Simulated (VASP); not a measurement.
A VASP 6.6.1 single-point calculation on TePb

INCAR

```
TIME = 4
ISMEAR = -1
EDIFF = 1E-7
ALGO = Damped
LASPH = .TRUE.
NSW = 0
ENCUT = 520
PREC = Accurate
ISIF = 2
GGA = PE
IBRION = -1
SIGMA = 0.02
LWAVE = .FALSE.
NELM = 84
LREAL = .FALSE.
NBANDS = 17
LCHARG = .FALSE.
```

KPOINTS

```
KPOINTS created by Atomic Simulation Environment
0
Gamma
8 8 8
0 0 0
```

POSCAR

```
Pb Te
 1.0000000000000000
     0.0000000000000000    3.3985503227999998    3.2524829413999998
     3.3985503227999998    0.0000000000000000    3.2524829413999998
     3.3985503227999998    3.3985503227999998    0.0000000000000000
 Pb  Te
   1   1
Cartesian
  0.0000000000000000  0.0000000000000000  0.0000000000000000
  3.3985503227999994  3.3985503227999994  3.2524829413999994
```

The recommended PBE PAW datasets give the neutral cell 20 valence electrons.

Command

```
mpirun -np 1 vasp_std
```

OSZICAR

```
N       E                     dE             d eps       ncg     rms           ort
DAV:   1     0.224925089830E+03    0.22493E+03   -0.84311E+03  1003   0.123E+03
DAV:   2     0.585185309018E+02   -0.16641E+03   -0.16219E+03  1003   0.338E+02
DAV:   3     0.106097994537E+02   -0.47909E+02   -0.46812E+02  1003   0.203E+02
DAV:   4    -0.373857185528E+01   -0.14348E+02   -0.14210E+02  1003   0.110E+02
DAV:   5    -0.718950497609E+01   -0.34509E+01   -0.34290E+01  1003   0.446E+01
SDA:   6    -0.692488659284E+01    0.26462E+00   -0.51481E+01  1003   0.129E+01   0.000E+00
DMP:   7     0.506586383973E+01    0.11991E+02   -0.23450E+03  1003   0.574E+02  -0.723E+01
DMP:   8     0.410461451978E+03    0.40540E+03   -0.16956E+05  1003   0.421E+04  -0.151E+03
DMP:   9     0.511526308435E+03    0.10106E+03   -0.26424E+04  1003   0.642E+03  -0.109E+03
DMP:  10     0.104010855090E+04    0.52858E+03   -0.20895E+05  1003   0.519E+04  -0.171E+03
...
DMP:  76     0.898625811901E+03    0.43041E+02   -0.42646E+04  1003   0.987E+03  -0.461E+03
DMP:  77     0.864081221451E+03   -0.34545E+02   -0.41180E+04  1003   0.943E+03  -0.504E+03
DMP:  78     0.909434105742E+03    0.45353E+02   -0.46357E+04  1003   0.107E+04  -0.522E+03
DMP:  79     0.872136154901E+03   -0.37298E+02   -0.39965E+04  1003   0.918E+03  -0.474E+03
DMP:  80     0.919391637324E+03    0.47255E+02   -0.14365E+05  1003   0.318E+04  -0.238E+04
DMP:  81     0.880919280247E+03   -0.38472E+02   -0.38161E+04  1003   0.880E+03  -0.432E+03
DMP:  82     0.930538211301E+03    0.49619E+02    0.24851E+04  1003  -0.473E+03   0.863E+03
DMP:  83     0.889243682953E+03   -0.41295E+02   -0.53139E+04  1003   0.121E+04  -0.713E+03
DMP:  84     0.942890413301E+03    0.53647E+02    0.35636E+04  1003  -0.705E+03   0.108E+04
   1 F= 0.94289041E+03 E0= 0.94289053E+03  d E =-.235498E-03
```

Standard output (part)

```
POSCAR found type information on POSCAR PbTe
 POSCAR found :  2 types and       2 ions
 LDA part: xc-table for (Slater+PW92), standard interpolation
 POSCAR, INCAR and KPOINTS ok, starting setup
 WAVECAR not read
 entering main loop
 final diagonalization occupied
|     The electronic self-consistency was not achieved in the given           |
|     number of steps (NELM). The forces and other quantities evaluated       |
|     might not be reliable so examine the results carefully. If you find     |
|     spurious results, we suggest increasing NELM, if you were close to      |
|     convergence or switching to a different ALGO or adjusting the           |
|     density mixing parameters otherwise.                                    |
```

It didn't converge.

Problem. What is wrong with this input?

Solution. Damping step far too long. It didn't converge.
